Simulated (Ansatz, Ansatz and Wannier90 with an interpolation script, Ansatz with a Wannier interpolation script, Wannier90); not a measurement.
An input for Ansatz 0.2.0 (InP (Imm2)):

```yaml
crystal:
  lattice:
    - [-2.0825373021, -2.9451525, 2.0644345881]
    - [2.0825373021, -2.9451525, 2.0644345881]
    - [0.0, 0.0, 4.1288691762]
  atoms:
    - { symbol: In, position: [0.0008012407, 0.0008012407, -0.0008012407] }
    - { symbol: P, position: [0.7491987593, 0.7491987593, 0.7508012407] }
kpoints:
  mp_grid: { grid: [6, 6, 6] }
hamiltonian:
  xc: r2scan
scf:
  occupations: { method: fixed }
gw:
  n_empty_bands: 211
  ecut_chi: 150.0
  qp_bands: [v3, c2]
  screening: { model: contour_deformation }
```

The database entry behind the starting cell differs from later determinations by our own check (0.1 to 0.3 % short, probably kX units), so it need not match the best structure at ambient conditions.

```sh
ansatz run input.yaml --threads 14 --pin off --max-ram 73728MiB --backend cpu --events-out ev --progress --plain --runs-dir out
```

Q: Estimate wall time and host memory on 14 threads of Arm Neoverse V2, shared host.

It took 5.5 min; on shared hardware allow 2.8 min to 11 min. Peak host memory was 2.4 GiB. The sizes that set the cost: 1267 plane waves a state, 46 irreducible k points, 220 bands summed, 181 plane waves in the screening and 6 SCF cycles.

The screening grows as filled bands × empty bands × pairs of k points, times the square of the screening basis for the matrix.

[Paths, hosts, dates, memory and timing lines, banners, echoed tables and standing remarks are left out of the program output.]

[Logs are printed without paths, hosts, clocks, repeated set-up lines and the standing remarks that a program may print on its own settings, such as how far it seeks lower states.]

[Runs of the session that timed out or met a known fault of the program may be left out.]

[Hosts, paths, dates, database ids (printed as entryN), source tags and the programs' standing remarks are cut or masked in the printed files.]
